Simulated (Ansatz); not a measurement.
Quadrupolar parameters in SiO2 under strain

The cell is a structure deposited in the COD, relaxed with PBE at fixed cell and then changed (z stretched by 1 %, ions relaxed).

```
Si O
1.0
     7.16000    0.00000    0.00000
     0.00000    7.16000    0.00000
     0.00000    0.00000    7.23160
Si O
8 16
Cartesian
  1.7988 1.7952 2.1094
  1.7812 5.3648 5.7252
  5.3788 1.7848 5.1222
  5.3612 5.3752 1.5064
  7.1600 7.4645 7.2386
  3.5800 -0.3045 3.6228
  3.5800 3.2755 -0.0070
  0.0000 3.8845 3.6088
  0.5672 1.2477 1.2021
  3.0128 5.9123 4.8179
  4.1472 2.3323 6.0295
  6.5928 4.8277 2.4137
  4.8042 4.1928 0.5408
  5.9358 2.9672 4.1566
  1.2242 6.5472 6.6908
  2.3558 0.6128 3.0750
  0.5492 4.8325 4.8092
  4.1292 5.9075 2.4224
  6.6108 1.2525 6.0382
  3.0308 2.3275 1.1934
  4.8212 0.5855 4.1776
  2.3388 4.1655 6.6698
  5.9188 6.5745 0.5618
  1.2412 2.9945 3.0540
```

Atom numbers follow the list; atoms alike are taken as one site, whose name carries the number of the first.

Method: Kohn–Sham DFT in Ansatz, PBE, plane waves and PAW, scalar-relativistic, 420 eV cutoff, Γ-centred 4×4×4 k-points, Fermi–Dirac smearing 0.02 eV.

Conventions: |V_zz| ≥ |V_yy| ≥ |V_xx|, η = (V_xx − V_yy)/V_zz, C_Q = eQV_zz/h. Directions are in the Cartesian axes of the cell vectors above, for the atom listed; none is given where the gradient is under 0.02 or η is above 0.95.

(1) Which values are expected at the nuclei?

## Answers

(1) 

```json
{"site": "Si1", "first atom": "1", "first shell": "4 O at 1.62–1.63 Å", "V_zz (10²¹ V/m²)": "0.33", "η": "0.49", "direction of V_zz (x, y, z)": "0.60 0.80 0.02"}
{"site": "Si5", "first atom": "5", "first shell": "4 O at 1.62–1.63 Å", "V_zz (10²¹ V/m²)": "-0.28", "η": "0.14", "direction of V_zz (x, y, z)": "0.69 0.01 0.72"}
{"site": "O9", "first atom": "9", "first shell": "2 Si at 1.62 Å, angle 151°", "V_zz (10²¹ V/m²)": "10.01", "η": "0.11", "direction of V_zz (x, y, z)": "0.58 0.47 0.67"}
{"site": "O13", "first atom": "13", "first shell": "2 Si at 1.62 Å, angle 150°", "V_zz (10²¹ V/m²)": "10.00", "η": "0.12", "direction of V_zz (x, y, z)": "0.57 0.66 0.48"}
{"site": "O17", "first atom": "17", "first shell": "2 Si at 1.62–1.63 Å, angle 150°", "V_zz (10²¹ V/m²)": "9.96", "η": "0.12", "direction of V_zz (x, y, z)": "0.57 0.47 0.67"}
{"site": "O21", "first atom": "21", "first shell": "2 Si at 1.62–1.63 Å, angle 150°", "V_zz (10²¹ V/m²)": "9.98", "η": "0.13", "direction of V_zz (x, y, z)": "0.58 0.66 0.48"}
```

At O9, O13, O17 and O21 V_zz runs parallel to the line that joins its two neighbours (within 1°) in each case.

The database positions were far from equilibrium, so the relaxed structure may not be the compound's real one.

The relaxation (16 steps) took 2.3 min of wall time (8.2 min of CPU time) and 1.5 GiB at its peak, on 4 threads of Intel Xeon 6975P-C (Granite Rapids) (x86_64; 16 cores open to the job, memory cap 8.0 GiB, no GPU), a shared host with a load of 0.5 a core.
